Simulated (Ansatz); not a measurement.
# Fe (Fmmm) in Ansatz: further runs, part 2 of 3

Ansatz 0.2.0. The steps go on from the part before.

## 4. Relaxation of cell and atoms, PBEsol, collinear spin, ferromagnetic start

input.yaml

```yaml
crystal:
  lattice:
    - [0.0, 1.9417396906, 1.9651051623]
    - [1.4984397099, 0.0, 1.9651051623]
    - [1.4984397099, 1.9417396906, 0.0]
  atoms:
    - { symbol: Fe, position: [0.0, 0.0, 0.0], spin: 3.0 }
hamiltonian:
  xc: pbesol
  pseudopotentials: { kind: paw }
magnetization:
  spin_polarized: true
kpoints:
  mp_grid: { grid: [13, 13, 13] }
scf:
  occupations: { method: fermi_dirac, width: 0.05 }
output:
  forces: true
  stress: true
  eigenvalues: true
  write_density: true
  write_potential: true
  elf: true
  volumetric_format: npy
relax:
  f_tol: 0.01
  max_steps: 40
  cell: { stress_tol: 0.05 }
```

Potentials or basis: Ansatz PAW.

Run with:

```sh
> ansatz run input.yaml --threads 2 --pin off --max-ram 5632MiB --backend cpu --events-out ev --progress --plain --runs-dir out
```

Output:

```text
Warning: RAYON_NUM_THREADS=2 ignored (pool sized by the plan → 2); use --threads N
Engine: ansatz 0.2.0, x86_64-unknown-linux-gnu
Pseudopotentials: kind: paw
Pseudopotential: Fe, paw, valence charge 16, recommended cutoff 420 eV (normal), Fe.paw.azcp
Functional definition: PBEsol
  exchange = pbesol_x
  correlation = pbesol_c
Crystal: 1 atoms, lattice volume = 11.435 Å³
Basis set: ecut = 420 eV, 221 PW (Γ), exchange–correlation on 40×36×36 points (8 copies of the dense FFT grid, shifted against one another)
Bands: 14, of which v1, the nominal top of the filled ones, is band 8 counted from 1 (7 counted from 0)
Symmetry: 8 space group operations
Space group: Fmmm (ITA 69), of the structure as read, at distance tolerance 2.3e-5 Å
Magnetic group: BNS 69.521 (UNI 619), of the structure as read, at distance tolerance 2.3e-5 Å
k-points: 343 of 2197
Non-local potential: Fe, projectors of the file, l = 0: 3, l = 1: 2, l = 2: 3, l = 3: 1
PAW form: soft (Blöchl's): semilocal exchange-correlation on the pseudo side does not see the compensation charge
PAW frozen core: Fe, regenerated for the run's functional, and the local potential with it (the file was generated under x = pbe(κ = 0.804, μ = 0.2195149727645171), c = pbe(β = 0.06672455060314922))
PAW one-centre angular grid: Fe, 590 points (default); XC on 64 Gauss nodes
Initial density: superposition of atomic densities (chi_scale 0.1, normalization cell)
Starting moments: Σ|m| = 3 μB on 1 of 1 site
Initial wavefunctions: pseudopotential atomic-orbital guess
Functional: x = pbesol(κ = 0.804, μ = 0.12345679012345678), c = pbesol(β = 0.046)
SCF iter   1: F=—  HF=-4448.798834 eV  |F-HF|=—  |Δ(HF+E_count)|=         —  Δρ=8.78e-2 (↑8.78e-2 ↓6.96e-2)  dr2=1.67e0  dr2_m=8.26e-2  M=2.508 μB ∫|m|=2.554 μB  β_m=0.30  ethr=3.10e-3  ⟨swp⟩=4.8  Hψ=45966  notcnv=0
[... 94 lines left out ...]
Fermi energy:    19.637224 eV
--- Per-component energies (eV) ---
  E_band       = -195.439494
  E_kinetic    = 352.348966
  E_local      = -2000.327419  (includes V_loc(G=0)·N_el)
  E_nonlocal   = 218.846948
  E_hartree    = 841.329764
  E_xc         = -117.778284
  E_vxc        = -152.310589  (∫ρ·V_xc dr)
  E_paw        = -1334.443918  (= ΣΔE_a)
  E_vpaw       = -296.657653  (= ΣTr[D̂ρ^β])
  E_aug_tail   = 0.000769  (compensation charges beyond the density's cutoff)
  E_ewald      = -2408.998743
  E_core_change = 0.179202  (= ΣΔE_core)
  E_smearing   = -0.008781  (= −TS)
  E_closure    = 0.000000  (closes the sum)
  Σ components = -4448.851497   (vs F -4448.851497, Δ=0.00e0)
--- Forces (eV/Å), atoms counted from 1 ---
  atom   1  Fe     0.00000000     0.00000000     0.00000000
  max |Σ_I F_I| component: 1.85e-31 eV/Å
--- Stress (GPa, compression-positive) ---
       -0.010831       0.000000       0.000000
        0.000000       0.035535      -0.000000
        0.000000      -0.000000      -0.003150
  P = ⅓ Tr σ = 0.0072 GPa (0.072 kbar)
--- Band table (eV; the first three rows and the last of 686) ---
  k-point 0 ↑: bands = ["-68.2395", "-34.1142", "-34.1141", "-34.1140", "10.6642", "17.1837", "17.1851", "17.1858", "18.5509", "18.5524", "44.2730", "44.2766", "44.2808", "50.1473"]
  k-point 1 ↑: bands = ["-68.2338", "-34.1435", "-34.1237", "-34.1141", "10.9201", "17.1112", "17.1761", "17.3283", "18.4787", "18.5580", "42.9810", "43.9882", "44.2102", "49.3790"]
  k-point 2 ↑: bands = ["-68.2179", "-34.2243", "-34.1501", "-34.1142", "11.6536", "16.9102", "17.1139", "17.7379", "18.3544", "18.5785", "40.1091", "42.8921", "44.0517", "47.5885"]
  k-point 342 ↓: bands = ["-65.6816", "-32.2389", "-31.8894", "-31.7138", "15.6710", "17.6014", "19.6316", "20.9610", "21.5550", "22.7385", "28.7070", "37.3341", "40.0670", "45.0148"]
--- Relaxed structure (5 steps of the walk, 5 accepted, 1 SCFs on fresh bases) ---
  F+E_penalty+E_count = -4448.85149651 eV   max|allowed force component| = 0.000e0 eV/Å   (the final SCF, on the basis selected at the relaxed cell)
  cell:  # Å, volume = 10.7938 Å³
    - [3.2895885691840183e-34, 1.9685770646479681, 1.9688722328629797]
    - [1.3924364531353626, 7.418730488024269e-33, 1.9688722328629797]
    - [1.3924364531353626, 1.9685770646479681, 9.233273063697475e-33]
  atoms:
    - { symbol: Fe, position: [0.0, 0.0, 0.0] }
```

Run time: 43 s. Hardware: 2 threads of AMD EPYC 7R43 (Zen 3), shared host; peak memory 0.46 GiB.

Results:

```
Free energy                            : -4448.8515 eV
Relaxed volume                         : 10.79 Å³/atom
Relaxed cell                           : a = 2.784 Å, b = 2.412 Å, c = 2.411 Å, α = 70.52°, β = 54.74°, γ = 54.73°
Space group after relaxing (to 0.05 Å) : Im-3m (No. 229)
Energy gained by relaxing              : 41.9 meV/atom
Ionic steps                            : 6
Pressure after relaxing                : 0.0 GPa
Band gap on the k mesh                 : none (metal or under the smearing width)
Net moment                             : 2.06 μB per cell
Absolute moment                        : 2.14 μB per cell
Site moments                           : Fe +2.08 μB
```

Step by step:
```tsv
step	energy change (eV)	largest force (eV/Å)	volume (Å³)
1	0.0000	0.0000	11.44
2	-0.0296	0.0000	11.08
3	-0.0413	0.0000	10.68
4	-0.0423	0.0000	10.80
5	-0.0423	0.0000	10.79
6	-0.0419	0.0000	10.79
```

Final structure:
```cif
data_structure
_symmetry_space_group_name_H-M 'P 1'
_symmetry_Int_Tables_number 1
_cell_length_a 2.7842
_cell_length_b 2.4115
_cell_length_c 2.4113
_cell_angle_alpha 70.522
_cell_angle_beta 54.743
_cell_angle_gamma 54.735
_cell_volume 10.79
loop_
_atom_site_label
_atom_site_type_symbol
_atom_site_fract_x
_atom_site_fract_y
_atom_site_fract_z
_atom_site_occupancy
Fe1 Fe 0.00000 0.00000 0.00000 1
```

Caveat: the plane-wave basis is chosen anew once the cell has moved, so the energies of steps on either side of that aren't comparable; the PAW data sets come from PBE, with cores solved anew for the run's functional, which leaves a small shift of forces and pressure.

## 5. Relaxation of cell and atoms, PBEsol+D3(BJ), collinear spin, ferromagnetic start

Edit input.yaml of step 4 so:

```diff
@@ -10,2 +10,3 @@
   pseudopotentials: { kind: paw }
+  dispersion: d3bj
 magnetization:
@@ -20,6 +21,2 @@
   eigenvalues: true
-  write_density: true
-  write_potential: true
-  elf: true
-  volumetric_format: npy
 relax:
```

Potentials or basis: Ansatz PAW.

Run with:

```sh
> ansatz run input.yaml --threads 2 --pin off --max-ram 5632MiB --backend cpu --events-out ev --progress --plain --runs-dir out
```

Output:

```text
Warning: RAYON_NUM_THREADS=2 ignored (pool sized by the plan → 2); use --threads N
Engine: ansatz 0.2.0, x86_64-unknown-linux-gnu
Pseudopotentials: kind: paw
Pseudopotential: Fe, paw, valence charge 16, recommended cutoff 420 eV (normal), Fe.paw.azcp
Functional definition: PBEsol
  exchange = pbesol_x
  correlation = pbesol_c
Crystal: 1 atoms, lattice volume = 11.435 Å³
Basis set: ecut = 420 eV, 221 PW (Γ), exchange–correlation on 40×36×36 points (8 copies of the dense FFT grid, shifted against one another)
Bands: 14, of which v1, the nominal top of the filled ones, is band 8 counted from 1 (7 counted from 0)
Symmetry: 8 space group operations
Space group: Fmmm (ITA 69), of the structure as read, at distance tolerance 2.3e-5 Å
Magnetic group: BNS 69.521 (UNI 619), of the structure as read, at distance tolerance 2.3e-5 Å
k-points: 343 of 2197
Non-local potential: Fe, projectors of the file, l = 0: 3, l = 1: 2, l = 2: 3, l = 3: 1
PAW form: soft (Blöchl's): semilocal exchange-correlation on the pseudo side does not see the compensation charge
PAW frozen core: Fe, regenerated for the run's functional, and the local potential with it (the file was generated under x = pbe(κ = 0.804, μ = 0.2195149727645171), c = pbe(β = 0.06672455060314922))
PAW one-centre angular grid: Fe, 590 points (default); XC on 64 Gauss nodes
Initial density: superposition of atomic densities (chi_scale 0.1, normalization cell)
Starting moments: Σ|m| = 3 μB on 1 of 1 site
Initial wavefunctions: pseudopotential atomic-orbital guess
Functional: x = pbesol(κ = 0.804, μ = 0.12345679012345678), c = pbesol(β = 0.046)
SCF iter   1: F=—  HF=-4449.128623 eV  |F-HF|=—  |Δ(HF+E_count)|=         —  Δρ=8.78e-2 (↑8.78e-2 ↓6.96e-2)  dr2=1.67e0  dr2_m=8.26e-2  M=2.508 μB ∫|m|=2.554 μB  β_m=0.30  ethr=3.10e-3  ⟨swp⟩=4.8  Hψ=45966  notcnv=0
Mixer restart at iter 1: flushing history
preconditioner: auto → none  [metal: Δε(μ)=0.003 eV  Ē_g=14.608 eV  σ=0.050 eV  W_gap=0.02  n_scr=0 (ndim 8)  ℏωp=31.1 eV  f_vac=0.000  D(μ)=1.13/eV (n_scr^D=14)]
SCF iter   2: F=—  HF=-4448.489721 eV  |F-HF|=—  |Δ(HF+E_count)|=   6.39e-1  Δρ=2.73e-2 (↑2.73e-2 ↓1.75e-2)  dr2=3.27e-2  dr2_m=3.68e-2  M=2.587 μB ∫|m|=2.652 μB  β_m=0.29  ethr=3.10e-3  ⟨swp⟩=3.2  Hψ=23967  notcnv=0  defer=739
SCF iter   3: F=—  HF=-4448.789411 eV  |F-HF|=—  |Δ(HF+E_count)|=         —  Δρ=4.12e-2 (↑4.12e-2 ↓3.99e-2)  dr2=4.07e-3  dr2_m=1.70e-1  M=2.255 μB ∫|m|=2.318 μB  β_m=0.29  ethr=2.05e-4  ⟨swp⟩=3.0  Hψ=19534  notcnv=0  defer=733
Mixer restart at iter 3: flushing history
SCF iter   4: F=—  HF=-4448.903605 eV  |F-HF|=—  |Δ(HF+E_count)|=   1.14e-1  Δρ=3.12e-2 (↑2.51e-2 ↓3.12e-2)  dr2=3.94e-3  dr2_m=8.19e-2  M=2.252 μB ∫|m|=2.323 μB  β_m=0.59  ethr=2.55e-5  ⟨swp⟩=2.3  Hψ=15938  notcnv=0  defer=725
[... 81 lines left out ...]
SCF converged after 9 iterations
Magnetization: 2.0219 μB (9.0109 up, 6.9891 down)
Absolute magnetization: 2.1026 μB (∫|ρ↑−ρ↓|, with the PAW one-centre terms)
Spin contamination: 0.0256 ħ² per cell (⟨S²⟩ above its minimum at these occupations)
Per-site moments (μB) at R_I (Å): [(2.046057696446709, 0.9870806412741684)]
Free energy (F): -4449.205057 eV
Harris-Foulkes:  -4449.205057 eV  (|F-HF|=0.00e0)
Internal energy: -4449.196898 eV  (E = F + TS)
E sigma→0 (E₀):  -4449.200977 eV
Entropy (-TS):   -0.008159 eV (-8.159 meV/atom)
Fermi energy:    20.213400 eV
--- Per-component energies (eV) ---
  E_band       = -187.327485
  E_kinetic    = 353.170197
  E_local      = -1971.788866  (includes V_loc(G=0)·N_el)
  E_nonlocal   = 218.574560
  E_hartree    = 830.962653
  E_xc         = -118.074146
  E_vxc        = -152.705446  (∫ρ·V_xc dr)
  E_paw        = -1334.348344  (= ΣΔE_a)
  E_vpaw       = -296.504310  (= ΣTr[D̂ρ^β])
  E_aug_tail   = 0.001064  (compensation charges beyond the density's cutoff)
  E_ewald      = -2427.515572
  E_disp       = -0.357646  (pairwise vdW)
  E_core_change = 0.179202  (= ΣΔE_core)
  E_smearing   = -0.008159  (= −TS)
  E_closure    = 0.000000  (closes the sum)
  Σ components = -4449.205057   (vs F -4449.205057, Δ=0.00e0)
--- Forces (eV/Å), atoms counted from 1 ---
  atom   1  Fe     0.00000000     0.00000000     0.00000000
  max |Σ_I F_I| component: 1.69e-31 eV/Å
--- Stress (GPa, compression-positive) ---
       -0.000496       0.000000      -0.000000
        0.000000       0.037044       0.000000
       -0.000000       0.000000       0.013176
  P = ⅓ Tr σ = 0.0166 GPa (0.166 kbar)
--- Band table (eV; the first three rows and the last of 686) ---
  k-point 0 ↑: bands = ["-67.7044", "-33.5554", "-33.5554", "-33.5553", "11.0841", "17.6943", "17.6951", "17.6960", "19.1167", "19.1180", "45.0264", "45.0303", "45.0326", "51.0792"]
  k-point 1 ↑: bands = ["-67.6981", "-33.5872", "-33.5657", "-33.5554", "11.3448", "17.6186", "17.6859", "17.8435", "19.0413", "19.1239", "43.7587", "44.7504", "44.9799", "50.3320"]
  k-point 2 ↑: bands = ["-67.6805", "-33.6747", "-33.5941", "-33.5555", "12.0909", "17.4099", "17.6210", "18.2671", "18.9116", "19.1453", "40.9193", "43.6742", "44.8596", "48.6536"]
  k-point 342 ↓: bands = ["-65.1768", "-31.7619", "-31.3842", "-31.1959", "16.0818", "18.0387", "20.1700", "21.4927", "22.1061", "23.3357", "29.4746", "38.1005", "40.9666", "45.9261"]
--- Relaxed structure (5 steps of the walk, 5 accepted, 1 SCFs on fresh bases) ---
  F+E_penalty+E_count = -4449.20505694 eV   max|allowed force component| = 0.000e0 eV/Å   (the final SCF, on the basis selected at the relaxed cell)
  cell:  # Å, volume = 10.5487 Å³
    - [-5.434634018663659e-34, 1.953649912799539, 1.9538066802898242]
    - [1.3817855787821822, 9.318019779446677e-34, 1.9538066802898242]
    - [1.3817855787821822, 1.953649912799539, 1.5753040361268444e-33]
  atoms:
    - { symbol: Fe, position: [0.0, 0.0, 0.0] }
```

Wall time 41 s (2 threads of AMD EPYC 7R43 (Zen 3), shared host); peak memory 0.47 GiB.

What came out:

* Free energy: -4449.2051 eV
* Relaxed volume: 10.55 Å³/atom
* Relaxed cell: a = 2.763 Å, b = 2.393 Å, c = 2.393 Å, α = 70.52°, β = 54.74°, γ = 54.74°
* Space group after relaxing (to 0.05 Å): Im-3m (No. 229)
* Energy gained by relaxing: 65.7 meV/atom
* Ionic steps: 6
* Pressure after relaxing: 0.0 GPa
* Band gap on the k mesh: none (metal or under the smearing width)
* Net moment: 2.02 μB per cell
* Absolute moment: 2.10 μB per cell
* Site moments: Fe +2.05 μB

The path:
| step | energy change (eV) | largest force (eV/Å) | volume (Å³) |
| --- | --- | --- | --- |
| 1 | 0.0000 | 0.0000 | 11.44 |
| 2 | -0.0492 | 0.0000 | 10.92 |
| 3 | -0.0651 | 0.0000 | 10.43 |
| 4 | -0.0662 | 0.0000 | 10.56 |
| 5 | -0.0662 | 0.0000 | 10.55 |
| 6 | -0.0657 | 0.0000 | 10.55 |

Final structure:
```cif
data_structure
_symmetry_space_group_name_H-M 'P 1'
_symmetry_Int_Tables_number 1
_cell_length_a 2.7630
_cell_length_b 2.3931
_cell_length_c 2.3929
_cell_angle_alpha 70.523
_cell_angle_beta 54.741
_cell_angle_gamma 54.736
_cell_volume 10.55
loop_
_atom_site_label
_atom_site_type_symbol
_atom_site_fract_x
_atom_site_fract_y
_atom_site_fract_z
_atom_site_occupancy
Fe1 Fe 0.00000 0.00000 0.00000 1
```

Levels at points of the mesh, in eV from the Fermi level:
Spin up:
| k point | band 6 | band 7 | band 8 | band 9 | band 10 | band 11 | band 12 | band 13 |
| --- | --- | --- | --- | --- | --- | --- | --- | --- |
| (0.00, 0.00, 0.00) | -2.52 | -2.52 | -2.52 | -1.10 | -1.10 | 24.81 | 24.82 | 24.82 |
Spin down:
| k point | band 4 | band 5 | band 6 | band 7 | band 8 | band 9 | band 10 | band 11 |
| --- | --- | --- | --- | --- | --- | --- | --- | --- |
| (0.00, 0.00, 0.00) | -51.39 | -8.88 | -0.77 | -0.77 | -0.77 | 1.43 | 1.43 | 24.79 |

Caveat: the plane-wave basis is chosen anew once the cell has moved, so the energies of steps on either side of that aren't comparable; pairwise dispersion overbinds metals, which lowers pressure and volume; the PAW data sets come from PBE, with cores solved anew for the run's functional, which leaves a small shift of forces and pressure.

[end of part 2 of 3]
